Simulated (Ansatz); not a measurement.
**Convergence study of Ni**

Aim: run Ni with the default SCF settings, then change one group of settings at a time and see what moves: the number of iterations, the state or the numbers. System: Ni, its experimental structure (space group Fm-3m); the cell holds 1 atom. Source: COD entry 2102293, which need not be the ambient phase.

Program: Ansatz 0.2.0. Level of theory: DFT PBE, PAW, plane waves, scalar-relativistic. These are calculated values, not measurements.

### Step 1. Starting point

Symmetry: Fm-3m, No. 225, cubic system. The conventional cell has a = 3.544 Å, b = 3.544 Å, c = 3.544 Å, α = 90.00°, β = 90.00°, γ = 90.00°. Ni (site symmetry m-3m) is surrounded by 12 Ni at 2.51 Å.

As a file:

```xyz
1
Lattice="0.0000 1.7721 1.7721 1.7721 0.0000 1.7721 1.7721 1.7721 0.0000" Properties=species:S:1:pos:R:3 pbc="T T T"
Ni    0.0000    0.0000    0.0000
```

In tables a label like Ni1 counts atoms in the order of input.yaml; a structure file may count by element.

Changes shown after the default run: Fermi–Dirac width 0.01 eV, no switch to direct minimisation; MSR1 mixing, preconditioner none; Broyden, β 0.7, preconditioner Kerker scaled by the density of states; Anderson, β 0.8, history 12, no preconditioner; Broyden, β 0.5, preconditioner LDOS; cutoff 700 eV; Gaussian smearing, width 0.15 eV; Broyden, β 0.3, preconditioner LDOS.

The search for lower states is off throughout, and inputs that name a mixer don't switch to direct minimisation unless they say so. Spin is collinear, with starting moments Ni1 2.00 μB. β is the mixing step of the charge; the magnetisation has a step of its own, which the program sets unless it is named.

### Step 2. Default SCF settings

File input.yaml:

```yaml
crystal:
  lattice:
    - [0.0, 1.7721, 1.7721]
    - [1.7721, 0.0, 1.7721]
    - [1.7721, 1.7721, 0.0]
  atoms:
    - { symbol: Ni, position: [0.0, 0.0, 0.0], spin: 2.0 }
magnetization:
  spin_polarized: true
hamiltonian:
  xc: pbe
  pseudopotentials: { kind: paw }
basis:
  ecutwfc: 420
kpoints:
  mp_grid: { grid: [14, 14, 14] }
scf:
  occupations: { method: fermi_dirac, width: 0.05 }
  lower_state_search: "off"
output:
  forces: true
  stress: true
```

The run is started by

```bash
$ ansatz run input.yaml --threads 2 --pin off --max-ram 5120MiB --backend cpu --events-out ev --progress --plain --runs-dir out
```

Standard output, cut to the lines that bear on the results:

```text
[...]
Pseudopotentials: kind: paw
Pseudopotential: Ni, paw, valence charge 18, recommended cutoff 420 eV (normal), Ni.paw.azcp
Functional definition: PBE
[...]
Crystal: 1 atoms, lattice volume = 11.130 Å³
Basis set: ecut = 420 eV, 229 PW (Γ), exchange–correlation on 36×36×36 points (8 copies of the dense FFT grid, shifted against one another)
Bands: 14, of which v1, the nominal top of the filled ones, is band 9 counted from 1 (8 counted from 0)
Symmetry: 48 space group operations
Space group: Fm-3m (ITA 225), of the structure as read, at distance tolerance 2.2e-5 Å
Magnetic group: BNS 225.116 (UNI 1618), of the structure as read, at distance tolerance 2.2e-5 Å
k-points: 104 of 2744
[...]
Starting moments: Σ|m| = 2 μB on 1 of 1 site
[...]
SCF iter   1: F=—  HF=-5839.448916 eV  |F-HF|=—  |Δ(HF+E_count)|=         —  Δρ=1.25e-1 (↑1.12e-1 ↓1.25e-1)  dr2=1.29e-2  dr2_m=1.42e0  M=0.953 μB ∫|m|=1.055 μB  β_m=0.30  ethr=7.43e-5  ⟨swp⟩=1.0  Hψ=19844  notcnv=0
[...]
spin-set hold released at iteration 1 (the charge has settled, or the pull on large starting moments outlasts its swing): the magnetisation degrees of freedom join the quasi-Newton model from the next iteration; the mixer history was flushed
[...]
SCF iter  11: F=-5839.721946 eV  HF=-5839.721946 eV  |F-HF|=1.82e-12  |Δ(HF+E_count)|=   5.48e-9  Δρ=6.72e-7 (↑4.15e-7 ↓6.72e-7)  dr2=3.85e-12  dr2_m=2.94e-11  M=0.635 μB ∫|m|=0.733 μB  ethr=1.00e-12  ⟨swp⟩=1.0  Hψ=8563  notcnv=0
[...]
SCF converged after 11 iterations
Magnetization: 0.6353 μB (9.3177 up, 8.6823 down)
Absolute magnetization: 0.7342 μB (∫|ρ↑−ρ↓|, with the PAW one-centre terms)
Spin contamination: 0.0076 ħ² per cell (⟨S²⟩ above its minimum at these occupations)
Per-site moments (μB) at R_I (Å): [(0.6766530631555526, 1.0337777397260617)]
Free energy (F): -5839.721946 eV
[...]
E sigma→0 (E₀):  -5839.713877 eV
Entropy (-TS):   -0.016137 eV (-16.137 meV/atom)
Fermi energy:    17.674695 eV
[...]
--- Forces (eV/Å), atoms counted from 1 ---
  atom   1  Ni    -0.00000000     0.00000000     0.00000000
[...]
--- Stress (GPa, compression-positive) ---
       -4.012767      -0.000000       0.000000
        0.000000      -4.012767       0.000000
        0.000000       0.000000      -4.012767
  P = ⅓ Tr σ = -4.0128 GPa (-40.128 kbar)
```

Run time: 2.7 s. Hardware: 2 threads of Arm Neoverse N1, shared host; peak memory 0.26 GiB.

With the default settings (MSR1 mixing, preconditioner none) the run converges in 11 iterations, ferromagnetic, site moments Ni1 0.68 μB, total 0.64 μB per cell, no gap on the k-mesh.

### Step 3. Fermi–Dirac width 0.01 eV, no switch to direct minimisation

input.yaml: that of step 2 with these lines changed.

```diff
@@ -17,4 +17,7 @@
 scf:
-  occupations: { method: fermi_dirac, width: 0.05 }
+  occupations: { method: fermi_dirac, width: 0.01 }
   lower_state_search: "off"
+  algorithm: density_mixing
+  max_iter: 50
+  mixing: {}
 output:
```

The run is started by

```bash
$ ansatz run input.yaml --threads 2 --pin off --max-ram 5120MiB --backend cpu --events-out ev --progress --plain --runs-dir out
```

Standard output, cut to the lines that bear on the results:

```text
[... 19 lines as in an earlier run ...]
Starting moments: Σ|m| = 2 μB on 1 of 1 site
[... 2 lines as in an earlier run ...]
[...]
SCF iter   1: F=—  HF=-5839.442816 eV  |F-HF|=—  |Δ(HF+E_count)|=         —  Δρ=1.24e-1 (↑1.11e-1 ↓1.24e-1)  dr2=1.28e-2  dr2_m=1.40e0  M=0.961 μB ∫|m|=1.060 μB  β_m=0.30  ethr=7.38e-5  ⟨swp⟩=1.2  Hψ=19203  notcnv=0
[...]
[... 1 line as in an earlier run ...]
[...]
SCF iter  10: F=-5839.714149 eV  HF=-5839.714149 eV  |F-HF|=4.18e-11  |Δ(HF+E_count)|=   1.86e-9  Δρ=1.15e-6 (↑1.89e-7 ↓1.15e-6)  dr2=6.26e-11  dr2_m=3.99e-11  M=0.679 μB ∫|m|=0.781 μB  ethr=1.95e-11  ⟨swp⟩=1.8  Hψ=7770  notcnv=0
[...]
SCF converged after 10 iterations
Magnetization: 0.6793 μB (9.3396 up, 8.6604 down)
Absolute magnetization: 0.7819 μB (∫|ρ↑−ρ↓|, with the PAW one-centre terms)
Spin contamination: 0.0085 ħ² per cell (⟨S²⟩ above its minimum at these occupations)
Per-site moments (μB) at R_I (Å): [(0.7223099505701135, 1.0337777397260617)]
Free energy (F): -5839.714149 eV
[...]
E sigma→0 (E₀):  -5839.713904 eV
Entropy (-TS):   -0.000490 eV (-0.490 meV/atom)
Fermi energy:    17.689899 eV
[...]
--- Forces (eV/Å), atoms counted from 1 ---
  atom   1  Ni    -0.00000000     0.00000000     0.00000000
[...]
--- Stress (GPa, compression-positive) ---
       -3.853625      -0.000000      -0.000000
       -0.000000      -3.853625       0.000000
       -0.000000       0.000000      -3.853625
  P = ⅓ Tr σ = -3.8536 GPa (-38.536 kbar)
```

It took 3 s on 2 threads of Arm Neoverse N1, shared host; peak memory 0.26 GiB.

Compared with step 2: free energy shifted by +7.8 meV/atom, zero-width estimate unchanged, pressure -3.9 GPa against -4.0; 10 iterations in place of 11.

### Step 4. MSR1 mixing, preconditioner none

input.yaml: that of step 3 with these lines changed.

```diff
@@ -17,3 +17,3 @@
 scf:
-  occupations: { method: fermi_dirac, width: 0.01 }
+  occupations: { method: fermi_dirac, width: 0.05 }
   lower_state_search: "off"
@@ -21,3 +21,3 @@
   max_iter: 50
-  mixing: {}
+  mixing: { algorithm: msr1, preconditioner: none }
 output:
```

The run is started by

```bash
$ ansatz run input.yaml --threads 2 --pin off --max-ram 5120MiB --backend cpu --events-out ev --progress --plain --runs-dir out
```

Standard output, cut to the lines that bear on the results:

```text
[... 19 lines as in an earlier run ...]
Starting moments: Σ|m| = 2 μB on 1 of 1 site
[... 3 lines as in an earlier run ...]
SCF iter   1: F=—  HF=-5839.448916 eV  |F-HF|=—  |Δ(HF+E_count)|=         —  Δρ=1.25e-1 (↑1.12e-1 ↓1.25e-1)  dr2=1.29e-2  dr2_m=1.42e0  M=0.953 μB ∫|m|=1.055 μB  β_m=0.30  ethr=7.43e-5  ⟨swp⟩=1.0  Hψ=19844  notcnv=0
[...]
[... 1 line as in an earlier run ...]
[...]
SCF iter  11: F=-5839.721946 eV  HF=-5839.721946 eV  |F-HF|=1.82e-12  |Δ(HF+E_count)|=   5.48e-9  Δρ=6.72e-7 (↑4.15e-7 ↓6.72e-7)  dr2=3.85e-12  dr2_m=2.94e-11  M=0.635 μB ∫|m|=0.733 μB  ethr=1.00e-12  ⟨swp⟩=1.0  Hψ=8563  notcnv=0
[...]
SCF converged after 11 iterations
Magnetization: 0.6353 μB (9.3177 up, 8.6823 down)
Absolute magnetization: 0.7342 μB (∫|ρ↑−ρ↓|, with the PAW one-centre terms)
Spin contamination: 0.0076 ħ² per cell (⟨S²⟩ above its minimum at these occupations)
Per-site moments (μB) at R_I (Å): [(0.6766530631555526, 1.0337777397260617)]
Free energy (F): -5839.721946 eV
[...]
E sigma→0 (E₀):  -5839.713877 eV
Entropy (-TS):   -0.016137 eV (-16.137 meV/atom)
Fermi energy:    17.674695 eV
[... 23 lines left out: energy terms, forces, stress ...]
```

Run time: 2.9 s. Hardware: 2 threads of Arm Neoverse N1, shared host; peak memory 0.26 GiB.

11 iterations, as in the default run; the same free energy.

### Step 5. Broyden, β 0.7, preconditioner Kerker scaled by the density of states

input.yaml: that of step 4 with these lines changed.

```diff
@@ -21,3 +21,3 @@
   max_iter: 50
-  mixing: { algorithm: msr1, preconditioner: none }
+  mixing: { algorithm: broyden, beta: 0.7, preconditioner: kerker_dos }
 output:
```

The run is started by

```bash
$ ansatz run input.yaml --threads 2 --pin off --max-ram 5120MiB --backend cpu --events-out ev --progress --plain --runs-dir out
```

Standard output, cut to the lines that bear on the results:

```text
[... 19 lines as in an earlier run ...]
Starting moments: Σ|m| = 2 μB on 1 of 1 site
[... 2 lines as in an earlier run ...]
spin=Collinear: DOS-adaptive Kerker preconditioning applied to the charge; magnetization (m = ρ↑ − ρ↓) channel mixes plain (no charge-response kernel on spin).
[... 1 line as in an earlier run ...]
SCF iter   1: F=—  HF=-5839.448916 eV  |F-HF|=—  |Δ(HF+E_count)|=         —  Δρ=1.25e-1 (↑1.12e-1 ↓1.25e-1)  dr2=1.29e-2  dr2_m=1.42e0  M=0.953 μB ∫|m|=1.055 μB  β_m=1.33  ethr=7.43e-5  ⟨swp⟩=1.0  Hψ=19844  notcnv=0
[...]
[... 1 line as in an earlier run ...]
[...]
SCF iter  18: F=-5839.721946 eV  HF=-5839.721946 eV  |F-HF|=3.25e-9  |Δ(HF+E_count)|=   6.76e-7  Δρ=1.24e-5 (↑1.08e-5 ↓1.24e-5)  dr2=1.23e-8  dr2_m=2.80e-9  M=0.635 μB ∫|m|=0.733 μB  ethr=5.56e-10  ⟨swp⟩=3.0  Hψ=10163  notcnv=0
[...]
this state was not tested for a lower state beside it, because the mixer in use, unlike msr1, does not test its closes by its own steps (another_mixer; see scf.mixing.algorithm and scf.lower_state_search)
SCF converged after 18 iterations
Magnetization: 0.6353 μB (9.3177 up, 8.6823 down)
Absolute magnetization: 0.7341 μB (∫|ρ↑−ρ↓|, with the PAW one-centre terms)
Spin contamination: 0.0076 ħ² per cell (⟨S²⟩ above its minimum at these occupations)
Per-site moments (μB) at R_I (Å): [(0.6766083093147, 1.0337777397260617)]
Free energy (F): -5839.721946 eV
[...]
E sigma→0 (E₀):  -5839.713877 eV
Entropy (-TS):   -0.016138 eV (-16.138 meV/atom)
Fermi energy:    17.674637 eV
[... 23 lines left out: energy terms, forces, stress ...]
```

It took 3.5 s on 2 threads of Arm Neoverse N1, shared host; peak memory 0.26 GiB.

It takes 18 iterations (default 11). Against the default run: the same free energy.

### Step 6. Anderson, β 0.8, history 12, no preconditioner

input.yaml: that of step 5 with these lines changed.

```diff
@@ -21,3 +21,3 @@
   max_iter: 50
-  mixing: { algorithm: broyden, beta: 0.7, preconditioner: kerker_dos }
+  mixing: { algorithm: anderson, ndim: 12, beta: 0.8, preconditioner: none }
 output:
```

The run is started by

```bash
$ ansatz run input.yaml --threads 2 --pin off --max-ram 5120MiB --backend cpu --events-out ev --progress --plain --runs-dir out
```

Standard output, cut to the lines that bear on the results:

```text
[... 19 lines as in an earlier run ...]
Starting moments: Σ|m| = 2 μB on 1 of 1 site
[... 3 lines as in an earlier run ...]
SCF iter   1: F=—  HF=-5839.448916 eV  |F-HF|=—  |Δ(HF+E_count)|=         —  Δρ=1.25e-1 (↑1.12e-1 ↓1.25e-1)  dr2=1.29e-2  dr2_m=1.42e0  M=0.953 μB ∫|m|=1.055 μB  β_m=1.53  ethr=7.43e-5  ⟨swp⟩=1.0  Hψ=19844  notcnv=0
[...]
[... 1 line as in an earlier run ...]
[...]
SCF iter  15: F=-5839.721946 eV  HF=-5839.721946 eV  |F-HF|=1.72e-10  |Δ(HF+E_count)|=   4.37e-8  Δρ=3.88e-6 (↑2.90e-6 ↓3.88e-6)  dr2=6.56e-11  dr2_m=1.17e-9  M=0.635 μB ∫|m|=0.733 μB  ethr=5.38e-11  ⟨swp⟩=1.8  Hψ=9117  notcnv=0
[...]
[... 1 line as in an earlier run ...]
SCF converged after 15 iterations
Magnetization: 0.6354 μB (9.3177 up, 8.6823 down)
Absolute magnetization: 0.7342 μB (∫|ρ↑−ρ↓|, with the PAW one-centre terms)
Spin contamination: 0.0076 ħ² per cell (⟨S²⟩ above its minimum at these occupations)
Per-site moments (μB) at R_I (Å): [(0.6766966015802012, 1.0337777397260617)]
Free energy (F): -5839.721946 eV
[...]
E sigma→0 (E₀):  -5839.713877 eV
Entropy (-TS):   -0.016137 eV (-16.137 meV/atom)
Fermi energy:    17.674707 eV
[... 23 lines left out: energy terms, forces, stress ...]
```

It took 3.3 s on 2 threads of Arm Neoverse N1, shared host; peak memory 0.26 GiB.

Compared with step 2: the same free energy; 15 iterations in place of 11.

(Part 1 of 2 ends here.)
